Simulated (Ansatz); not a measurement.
# N_O in ZnO (P6_3mc): convergence with the plane-wave cutoff

Question: how much does the plane-wave cutoff change the (0/−1) level of N_O in ZnO (P6_3mc), and what does each choice cost? Model: a cell of 72 host atoms with 1 O taken out and 1 N put in.

Method: plane-wave PAW DFT; relaxations with PBEsol, then single points with PBEsol, on supercells at fixed charge in a uniform background, in Ansatz 0.2.0.

### Step 1. The structure

The cell holds 72 atoms: 36 Zn, 35 O and 1 N. Cell: a = 9.694 Å, b = 9.694 Å, c = 10.430 Å, α = 90.0°, β = 90.0°, γ = 120.0°. It derives from ZnO (space group P6_3mc). Nearest the centre at fractional (0.556, 0.444, 0.440): N35 at 0.00 Å, Zn30 at 1.97 Å, Zn62 at 1.97 Å, Zn38 at 1.97 Å, Zn33 at 1.98 Å, O28 at 3.21 Å, O32 at 3.21 Å, O60 at 3.21 Å. The cell carries charge −1.

Coordinates:

```xyz
72
Lattice="9.6937 0.0000 0.0000 -4.8468 8.3950 0.0000 0.0000 0.0000 10.4302" Properties=species:S:1:pos:R:3 pbc="T T T"
Zn    1.6156    0.9328    2.6109
Zn    0.0000    1.8655    0.0033
O     1.6156    0.9328    4.5875
O     0.0000    1.8655    1.9800
Zn    1.6156    0.9328    7.8260
Zn    0.0000    1.8655    5.2185
O     1.6156    0.9328    9.8026
O     0.0000    1.8655    7.1951
Zn    0.0000    3.7311    2.6109
Zn   -1.6156    4.6639    0.0033
O     0.0000    3.7311    4.5875
O    -1.6156    4.6639    1.9800
Zn    0.0000    3.7311    7.8260
Zn   -1.6156    4.6639    5.2185
O     0.0000    3.7311    9.8026
O    -1.6156    4.6639    7.1951
Zn   -1.6156    6.5294    2.6109
Zn   -3.2312    7.4622    0.0033
O    -1.6156    6.5294    4.5875
O    -3.2312    7.4622    1.9800
Zn   -1.6156    6.5294    7.8260
Zn   -3.2312    7.4622    5.2185
O    -1.6156    6.5294    9.8026
O    -3.2312    7.4622    7.1951
Zn    4.8469    0.9328    2.6109
Zn    3.2312    1.8655    0.0033
O     4.8469    0.9328    4.5875
O     3.2312    1.8655    1.9800
Zn    4.8469    0.9328    7.8260
Zn    3.2312    1.8655    5.2185
O     4.8469    0.9328    9.8026
O     3.2312    1.8655    7.1951
Zn    3.2313    3.7311    2.6109
Zn    1.6155    4.6639    0.0033
N     3.2313    3.7311    4.5875
O     1.6155    4.6639    1.9800
Zn    3.2313    3.7311    7.8260
Zn    1.6155    4.6639    5.2185
O     3.2313    3.7311    9.8026
O     1.6155    4.6639    7.1951
Zn    1.6156    6.5294    2.6109
Zn    0.0000    7.4622    0.0033
O     1.6156    6.5294    4.5875
O     0.0000    7.4622    1.9800
Zn    1.6156    6.5294    7.8260
Zn    0.0000    7.4622    5.2185
O     1.6156    6.5294    9.8026
O     0.0000    7.4622    7.1951
Zn    8.0781    0.9328    2.6109
Zn    6.4625    1.8655    0.0033
O     8.0781    0.9328    4.5875
O     6.4625    1.8655    1.9800
Zn    8.0781    0.9328    7.8260
Zn    6.4625    1.8655    5.2185
O     8.0781    0.9328    9.8026
O     6.4625    1.8655    7.1951
Zn    6.4625    3.7311    2.6109
Zn    4.8468    4.6639    0.0033
O     6.4625    3.7311    4.5875
O     4.8468    4.6639    1.9800
Zn    6.4625    3.7311    7.8260
Zn    4.8468    4.6639    5.2185
O     6.4625    3.7311    9.8026
O     4.8468    4.6639    7.1951
Zn    4.8468    6.5294    2.6109
Zn    3.2312    7.4622    0.0033
O     4.8468    6.5294    4.5875
O     3.2312    7.4622    1.9800
Zn    4.8468    6.5294    7.8260
Zn    3.2312    7.4622    5.2185
O     4.8468    6.5294    9.8026
O     3.2312    7.4622    7.1951
```

The host's dielectric constants go in as inputs: (5.30, 5.30, 5.34) for the electrons alone, (10.07, 10.07, 10.93) with the ions, computed on the host (DFPT, PBEsol).

The cell's shortest repeat is 9.7 Å.

### Step 2. Relaxing both charge states, PBEsol

The study needs fixed structures, so each charge is relaxed once, at one point at (¼, ¼, ¼), from small random displacements that break the symmetry of the site.

qm1.relax/input.yaml

```yaml
crystal:
  lattice:
    - [3.23121796, 0.0, 0.0]
    - [-1.61560898, 2.79831683, 0.0]
    - [0.0, 0.0, 5.21511423]
  atoms:
    - { symbol: Zn, position: [0.666667, 0.333333, 0.500641] }
    - { symbol: Zn, position: [0.333333, 0.666667, 0.000641] }
    - { symbol: O, position: [0.666667, 0.333333, 0.879669] }
    - { symbol: O, position: [0.333333, 0.666667, 0.379669] }
  supercell: [3, 3, 2]
  defects: [{ substitution: { at: 34, symbol: "N" } }]
total_charge: -1
basis:
  ecutwfc: 420
  xc_grid: 2
hamiltonian:
  xc: pbesol
  pseudopotentials: { kind: paw, azcp: { folder: soft_1 }, xc_functional: pbe }
kpoints:
  mp_grid: { grid: [1, 1, 1], shift: [0.25, 0.25, 0.25] }
scf:
  occupations: { method: fixed }
  max_iter: 80
output:
  forces: true
  charged_corrections:
    epsilon: [5.3, 5.3, 5.34]
    static_epsilon: [10.07, 10.07, 10.93]
    defect_position: [0.555556, 0.444444, 0.439834]
relax:
  f_tol: 0.015
  max_steps: 60
  random_displacement: { amplitude: 0.04, seed: 3697 }
checkpoint:
  write: "../qm1.relax.run"
  compress: false
  write_wavefunctions: true
  write_every: 100000
```

The run is started by

```
$ ansatz run input.yaml --threads 32 --pin off --max-ram 84787MiB --backend cuda --events-out ev --progress --plain --runs-dir out --max-vram 78GiB
```

Numbers of over 12 decimals in the logs are rounded to 6 here.

The program printed:

```text
[... repeated set-up lines and file paths are left out, and long positions are rounded to six places ...]
Engine: ansatz 0.2.0, aarch64-unknown-linux-gnu
Pseudopotentials: kind: paw
Pseudopotential: Zn, paw, valence charge 12, recommended cutoff 420 eV (normal), soft_1/Zn.paw.azcp
Pseudopotential: O, paw, valence charge 6, recommended cutoff 420 eV (normal), soft_1/O.paw.azcp
Pseudopotential: N, paw, valence charge 5, recommended cutoff 420 eV (normal), soft_1/N.paw.azcp
Functional definition: PBEsol
  exchange = pbesol_x
  correlation = pbesol_c
[...]
Crystal: 72 atoms, lattice volume = 848.788 Å³
Basis set: ecut = 420 eV, 16571 PW (Γ), exchange–correlation on 144×144×144 points (8 copies of the dense FFT grid, shifted against one another)
Bands: 396, of which v1, the nominal top of the filled ones, is band 324 counted from 1 (323 counted from 0)
Symmetry: 1 space group operations
k-points: 1
Non-local potential: Zn, projectors of the file, l = 0: 2, l = 1: 2, l = 2: 3, l = 3: 1
Non-local potential: O, projectors of the file, l = 0: 2, l = 1: 2, l = 2: 1
Non-local potential: N, projectors of the file, l = 0: 2, l = 1: 2, l = 2: 1
PAW form: soft (Blöchl's): semilocal exchange-correlation on the pseudo side does not see the compensation charge
PAW frozen core: Zn, regenerated for the run's functional, and the local potential with it (the file was generated under x = pbe(κ = 0.804, μ = 0.219515), c = pbe(β = 0.066725))
PAW frozen core: O, regenerated for the run's functional, and the local potential with it (the file was generated under x = pbe(κ = 0.804, μ = 0.219515), c = pbe(β = 0.066725))
PAW frozen core: N, regenerated for the run's functional, and the local potential with it (the file was generated under x = pbe(κ = 0.804, μ = 0.219515), c = pbe(β = 0.066725))
PAW one-centre angular grid: Zn, 590 points (default); XC on 64 Gauss nodes
PAW one-centre angular grid: O, 110 points (default); XC on 64 Gauss nodes
PAW one-centre angular grid: N, 110 points (default); XC on 64 Gauss nodes
Initial density: superposition of atomic densities (chi_scale 0.1, normalization cell, long waves kept (reshape's long-wave potential 0.21 eV rms))
Initial wavefunctions: pseudopotential atomic-orbital guess
[...]
Functional: x = pbesol(κ = 0.804, μ = 0.123457), c = pbesol(β = 0.046)
SCF iter   1: F=—  HF=-138141.480377 eV  |Δ(HF+E_count)|=         —  Δρ=1.06e-1  dr2=6.07e1  Hψ=1444
preconditioner: auto → Resta (q_TF=auto, 2.608 Å⁻¹)  ε∞=6.6  [insulator: Δε(μ)=2.631 eV  Ē_g=13.707 eV  n_scr=242 (ndim 8)  ℏωp=32.4 eV  f_vac=0.000  ε∞_Penn≈6.6]
SCF iter   2: F=—  HF=-138126.758027 eV  |Δ(HF+E_count)|=    1.47e1  Δρ=2.36e-2  dr2=5.43e0  Hψ=730
[...]
SCF iter  12: F=-138124.658279 eV  HF=-138124.658279 eV  |Δ(HF+E_count)|=   7.56e-7  Δρ=7.23e-6  dr2=4.25e-7  Hψ=1027
SCF 1 converged in 12 iterations: F = -138124.658279 eV  dr2 = 4.25e-7
[...]
relax step   1: F+E_penalty+E_count = -138124.65827943 eV  Δ(F+E_penalty+E_count) = +0.000e0 eV  max|allowed force component| = 1.339e0 eV/Å  Δτ_max = 0.0000 Å  (12 SCF iters, dr2 threshold 5.63e-6 eV, accepted)
[...]
relax step   2: F+E_penalty+E_count = -138125.22497683 eV  Δ(F+E_penalty+E_count) = -5.667e-1 eV  max|allowed force component| = 7.911e-1 eV/Å  Δτ_max = 0.0495 Å  (6 SCF iters, dr2 threshold 1.00e-4 eV, accepted)
[...]
relax step   4: F+E_penalty+E_count = -138125.62454963 eV  Δ(F+E_penalty+E_count) = +9.212e-4 eV  max|allowed force component| = 1.311e-1 eV/Å  Δτ_max = 0.0278 Å  (7 SCF iters, rejected (line search))
[...]
relax step   6: F+E_penalty+E_count = -138125.62720058 eV  Δ(F+E_penalty+E_count) = -2.082e-4 eV  max|allowed force component| = 2.112e-3 eV/Å  Δτ_max = 0.0018 Å  (6 SCF iters, accepted)
[...]
NSCF: frozen V_eff on 1 k-points
[...]
SCF converged after 6 iterations
Free energy (F): -138125.627201 eV
Harris-Foulkes:  -138125.627201 eV  (|F-HF|=1.92e-8)
Internal energy: -138125.627201 eV  (E = F + TS)
E sigma→0 (E₀):  -138125.627201 eV
Fermi energy:    7.517515 eV
--- Per-component energies (eV) ---
  E_band       = 1122.982887
  E_kinetic    = 11308.146029
  E_local      = -79492.327768  (includes V_loc(G=0)·N_el)
  E_nonlocal   = 31622.958047
  E_hartree    = 29765.828955
  E_xc         = -5314.421140
  E_vxc        = -5076.665843  (∫ρ·V_xc dr)
  E_paw        = -72659.937442  (= ΣΔE_a)
  E_vpaw       = -16770.803609  (= ΣTr[D̂ρ^β])
  E_aug_tail   = 0.020976  (compensation charges beyond the density's cutoff)
  E_ewald      = -53385.862844
  E_core_change = 29.967986  (= ΣΔE_core)
  E_smearing   = -0.000000  (= −TS)
  E_closure    = -0.000000  (closes the sum)
  E_deformation_potential = -14.166041  (in the stress; not in F)
  Σ components = -138125.627201   (vs F -138125.627201, Δ=0.00e0)
--- Forces (eV/Å), atoms counted from 1 ---
  atom   1  Zn     0.00013536     0.00006395    -0.00054377
  atom   2  Zn    -0.00002182    -0.00009028    -0.00067957
  [... 4 atoms left out ...]
  [... 66 more lines of this table ...]
  max |Σ_I F_I| component: 4.89e-5 eV/Å
--- Charged-cell corrections in eV (Makov–Payne, q = -1.000 e, ε = [10.070, 10.070, 10.930]) ---
  F (periodic)     = -138125.627201  (uncorrected; the corrections below are reported, never added to it)
  E_corr1          = +0.209406  (monopole, q²α_M/2ε̄L, of the cell on which ε is isotropic)
  F Makov-Payne    = -138125.417795  (F + E_corr1; no measured alignment; for a localised charge, not one spread in a band: unchecked)
  no potential alignment in this run, which stands beside a crystal: run the host's input off ansatz write-host-input, and read the two finished runs by ansatz place-levels (neither reads a slab, a wire or a sheet, whose cell leaves a vacuum)
--- Band table (eV) ---
  k-point 0: bands = ["-10.8363", "-10.7154", "-10.6677", "-10.6330", "-10.5385", "-10.4634", "-10.3970", "-10.3816", "-10.3640", [... rest cut ...]
--- Relaxed structure (6 steps of the walk, 5 accepted, 0 SCFs on fresh bases) ---
  F+E_penalty+E_count = -138125.62720058 eV   max|allowed force component| = 2.112e-3 eV/Å
  atoms:
    - { symbol: Zn, position: [0.225209, 0.112126, 0.251828] }
    - { symbol: Zn, position: [0.110837, 0.222271, 0.001788] }
    [... 4 atoms left out ...]
  [... 66 more lines of this table ...]
```

Wall time 6.5 s (1 × NVIDIA GB200 with 32 threads of Arm Neoverse V2, shared host); peak memory 1.6 GiB; 18 s of CPU time.

Step by step:

| step | energy less that of the first step (eV) | largest force component (eV/Å) |
| --- | --- | --- |
| 1 | 0.0000 | 1.3391 |
| 2 | -0.5667 | 0.7911 |
| 3 | -0.9672 | 0.0589 |
| 4 | -0.9663 | 0.1311 |
| 5 | -0.9687 | 0.0179 |
| 6 | -0.9689 | 0.0021 |

Relaxation step 4 was tried and not accepted.

The atoms that moved most (Å, from the sites as typed, ahead of the random displacement, the mean shift of all atoms taken out):

```
atom      dx      dy      dz  length
Zn62  -0.060  -0.035  -0.023   0.073
Zn30  -0.001   0.070  -0.019   0.073
Zn37   0.002  -0.002  -0.069   0.069
Zn33   0.006  -0.001   0.066   0.066
Zn38   0.050  -0.030  -0.025   0.064
 O60   0.011   0.003  -0.050   0.051
 O28   0.004  -0.008  -0.048   0.049
 O36  -0.005   0.003  -0.048   0.049
```

Neighbours of N35 at the end:

```csv
atom,distance (Å)
Zn38,1.900
Zn30,1.901
Zn62,1.901
Zn33,1.908
Zn37,3.172
O40,3.235
O36,3.242
O64,3.242
O32,3.245
O3,3.248
O67,3.249
O28,3.250
O43,3.250
O11,3.250
O60,3.253
O27,3.255
```

```csv
charge,moment set (μB),steps,largest displacement (Å),time
−1,0,6,0.07,6.5 s
0,1,6,0.07,8 s
```

The relaxation ends 13 meV an atom lower than the displaced start, with a largest force component of 0.0021 eV/Å.

### Step 3. First setting: 250 eV

Total energies converge slowly with the cutoff, but a level is a difference between cells with the same atoms, so much of the error should cancel. The host is run again at each cutoff.

qm1.e250/input.yaml

```yaml
crystal:
  checkpoint: "../qm1.relax.run"
  host: checkpoint
total_charge: -1
basis:
  ecutwfc: 250
  xc_grid: 2
hamiltonian:
  xc: pbesol
  pseudopotentials: { kind: paw, azcp: { folder: soft_1 }, xc_functional: pbe }
kpoints:
  mp_grid: { grid: [1, 1, 1], shift: [0.25, 0.25, 0.25] }
scf:
  occupations: { method: fixed }
  max_iter: 80
output:
  forces: true
  charged_corrections:
    epsilon: [5.3, 5.3, 5.34]
    static_epsilon: [10.07, 10.07, 10.93]
    defect_position: [0.555556, 0.444444, 0.439834]
  eigenvalues: true
checkpoint:
  write: "../qm1.e250.run"
  compress: false
  write_wavefunctions: false
  write_every: 100000
```

The program printed:

```text
[...]
Warning: basis.ecutwfc = 250 eV is below the records' recommended 420 eV, and the density's cutoff is lower with it unless basis.ecutrho_ratio is high enough to keep the records' density cutoff: compare with a run at a higher cutoff
crystal.checkpoint: the structure is that of <dir>, a `relax` run, at its step 6: its result, under pbesol at a charge of -1 e; 72 atoms read, 0 with a starting moment; no density is read with it (checkpoint.read); crystal.structure_sha256 for this input is
[...]
device memory: the entry about to start is reckoned to put 3.7 GiB on a device that reports 169.5 GiB free (of which the cap on the GPU budget leaves the run 78.0 GiB)
GPU FFT provider: cuFFT
GPU libraries: cuBLAS 13.8.1, cuFFT 12.4.0, cuSOLVER 12.3.2
GPU matrix products: emulated (plane waves: as basis.precision tells), large ones in fixed point in workspaces of 1.00 GiB
Crystal: 72 atoms, lattice volume = 848.788 Å³
Basis set: ecut = 250 eV, 7683 PW (Γ), exchange–correlation on 100×100×108 points (8 copies of the dense FFT grid, shifted against one another)
Bands: 396, of which v1, the nominal top of the filled ones, is band 324 counted from 1 (323 counted from 0)
[... 1 set-up line as in the run before ...]
[...]
k-points: 1
[...]
GPU buffer pool allocated for 135000 grid points (all kernels)
GPU transforms: local potential and band sums: pruned to the plane-wave sphere, on 50×50×54
[...]
SCF iter   1: F=—  HF=-138063.885189 eV  |Δ(HF+E_count)|=         —  Δρ=1.20e-1  dr2=7.15e1  Hψ=1432
[...]
SCF iter   3: F=—  HF=-138043.143099 eV  |Δ(HF+E_count)|=    3.71e0  Δρ=1.91e-2  dr2=2.82e0  Hψ=435
automatic band count: iteration 3 solves 375 bands in place of 396: the levels show a gap, and the empty bands left out lie too high to hold charge; the band table lists the bands solved (type scf.n_extra_bands for more)
SCF iter   4: F=—  HF=-138042.128223 eV  |Δ(HF+E_count)|=    1.01e0  Δρ=5.85e-3  dr2=1.71e-1  Hψ=621
[...]
SCF iter  13: F=-138042.165806 eV  HF=-138042.165806 eV  |Δ(HF+E_count)|=   9.09e-8  Δρ=2.17e-6  dr2=2.49e-8  Hψ=1582
SCF 1 converged in 13 iterations: F = -138042.165806 eV  dr2 = 2.49e-8
[...]
SCF converged after 13 iterations
Free energy (F): -138042.165806 eV
[...]
Internal energy: -138042.165806 eV  (E = F + TS)
E sigma→0 (E₀):  -138042.165806 eV
Fermi energy:    7.446777 eV
[...]
--- Forces (eV/Å), atoms counted from 1 ---
  atom   1  Zn    -0.04000480    -0.00789029    -0.01744324
  atom   2  Zn     0.00342498    -0.00120055     0.00958696
  [... 4 atoms left out ...]
  [... 66 more lines of this table ...]
  max |Σ_I F_I| component: 1.97e-3 eV/Å
[...]
F Makov-Payne    = n/a  (the rows are of the electrons' constant alone; ansatz place-levels tells what screens the charge)
[...]
--- Band table (eV) ---
[...]
```

Run time: 1.9 s. Hardware: 1 × NVIDIA GB200 with 32 threads; peak memory 1.4 GiB; 3.4 s of CPU time.

Reading the cycles: dr2 is the Hartree energy of the density residual (eV), the measure of convergence; HF is the Harris–Foulkes estimate of the energy, which meets the free energy F at convergence.

Both charges and the host at this setting go to place-levels, which corrects for the image charge and aligns the potentials.

levels.e250.yaml

```yaml
host:
  run: host.e250.run
states: [qm1.e250.run, q0_M1.e250.run]
geometry_from:
  qm1.e250.run: qm1.relax.run
  q0_M1.e250.run: q0_M1.relax.run
  host.e250.run: host.relax.run
```

The run is started by

```
$ ansatz place-levels levels.e250.yaml -- --threads 32 --pin off --max-ram 84787MiB
```

The program printed:

```text
(0/-1) 0.365 eV above the valence edge, 0.170 eV under the conduction edge
  edges by pbesol, gap 0.535 eV; the host is sampled to repeats of 14.24 Å
  the defect's cells are sampled to repeats of 14.24 Å, like sampling
  charge 0: +0.000 eV for its dipole among its images, +0.000 omitted
  charge -1: -138041.9801 eV with its correction of +0.186 eV, at epsilon [10.07, 10.07, 10.93], aligned at sites: +0.0237 eV, mean over 33 atomic sites at or beyond 4.85 Å from the defect at [0.5556, 0.4444, 0.4398], with +0.000000 for the charge's moments [...]
  of states[1] (q0_M1.e250.run): its displacements don't fall off away from the defect: farther atoms stand 0.013 Å off the host's places. [...]
  of states[0] (qm1.e250.run): how wide its charge is, is not read beside other atoms or cores, and a band state would take no correction. [...]
```

Elapsed: 0.15 s, on 32 threads.

At this setting the gap is 0.535 eV and (0/−1) lies 0.365 eV above the valence top.

### Step 4. The other settings

In the defect's inputs only the studied keys change. The next input; the others follow the same pattern (350 eV, 420 eV, 500 eV, 600 eV and 750 eV):

qm1.e300/input.yaml, as its differences from qm1.e250/input.yaml of step 3:

```diff
@@ -5,3 +5,3 @@
 basis:
-  ecutwfc: 250
+  ecutwfc: 300
   xc_grid: 2
@@ -23,3 +23,3 @@
 checkpoint:
-  write: "../qm1.e250.run"
+  write: "../qm1.e300.run"
   compress: false
```

### Step 5. Result against cost

Times of the states on 1 × NVIDIA GB200 with 32 threads of Arm Neoverse V2, shared host; the host is run again at each setting:

| plane-wave cutoff | gap (eV) | (0/−1) above the valence top (eV) | under the conduction bottom (eV) | level less that at 750 eV (meV) | time, both charge states | time, host and placing | peak memory of a state (GiB) |
| --- | --- | --- | --- | --- | --- | --- | --- |
| 250 eV | 0.535 | 0.365 | 0.170 | -70 | 4.4 s | 25 s | 1.4 |
| 300 eV | 0.709 | 0.442 | 0.266 | 7 | 4.1 s | 2.9 s | 1.3 |
| 350 eV | 0.697 | 0.432 | 0.265 | -3 | 4.2 s | 2 s | 1.3 |
| 420 eV | 0.704 | 0.434 | 0.270 | -1 | 4.7 s | 2.7 s | 1.4 |
| 500 eV | 0.707 | 0.435 | 0.272 | 0 | 5.1 s | 2.1 s | 1.4 |
| 600 eV | 0.707 | 0.435 | 0.272 | 0 | 5.2 s | 24 s | 1.5 |
| 750 eV | 0.707 | 0.435 | 0.272 | 0 | 5.3 s | 2.4 s | 1.5 |

### Step 6. Outcome

- (0/minus 1) level, 250 eV: 0.37 eV
- (0/minus 1) level, 300 eV: 0.44 eV
- (0/minus 1) level, 350 eV: 0.43 eV
- (0/minus 1) level, 420 eV: 0.43 eV
- (0/minus 1) level, 500 eV: 0.43 eV
- (0/minus 1) level, 600 eV: 0.43 eV
- (0/minus 1) level, 750 eV: 0.43 eV

**Reading.** Over the settings in the table the level spans 0.077 eV; from 300 eV on, both the level and its depth under the conduction bottom lie within 0.02 eV of the reference (750 eV, 0.43 eV). The gap is off most at 250 eV, which moves it by 0.17 eV, and the level's depth under the conduction bottom by 0.10 eV. The largest miss of the level above the valence top is 70 meV, with 250 eV. The total energy of the charged cell falls by 83.8 eV over the same range, so nearly all of the basis error cancels in the level. Cell and atoms were held and forces were not judged; the files' recommended cutoff is 420 eV. Only the charges −1 and 0 were run, each from one start, so (0/−1) need not be a change between stable states. The host ran in cells of different size at different settings, so its times don't compare. What this leaves open: one k-point off the zone centre stands for the whole zone; PBEsol makes the gap too small and tends to spread out bound carriers.

[Logs are printed without paths, hosts, clocks, repeated set-up lines and the standing remarks that a program may print on its own settings, such as how far it seeks lower states.]

[Hosts, paths, dates, database ids (printed as entryN), source tags and the programs' standing remarks are cut or masked in the printed files.]

[Where a table of states has a column of steps, it counts the stored structures, which are thinned; the runs took as many ionic steps or more.]

[For some hosts the program warned that the k-mesh of the response run may be too coarse for force constants and the static dielectric constant; such warnings are not shown here.]
